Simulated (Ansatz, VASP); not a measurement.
One calculation of Ge, two programs

```
CELL_PARAMETERS angstrom
0.00000 2.82868 2.82868
2.82868 0.00000 2.82868
2.82868 2.82868 0.00000
ATOMIC_POSITIONS crystal
Ge 0.00000 0.00000 0.00000
Ge 0.25000 0.25000 0.25000
```

Alike in both runs: functional PBE; k mesh 14 × 14 × 14; occupations fermi-dirac, width 0.05 eV; no spin polarisation.

Ansatz relaxed the structure, and its values are those at the end. VASP's run is a single point on that final structure, the one shown.

```csv
,VASP,Ansatz
version,VASP 6.6.1,Ansatz 0.2.0
potentials or method,"VASP PAW PBE potentials, release 64 (Ge_d)","plane-wave PAW, scalar-relativistic"
plane-wave cutoff (eV),520,420
valence electrons in the cell,28,28
```

Ansatz gave:

* pressure (GPa): 3.7

Which values does VASP return?

Pressure (GPa): 3.6.

The functional is the same, so the differences come from potentials, cutoffs and numerics. Ansatz warned: «stress_scf_threshold_loose».
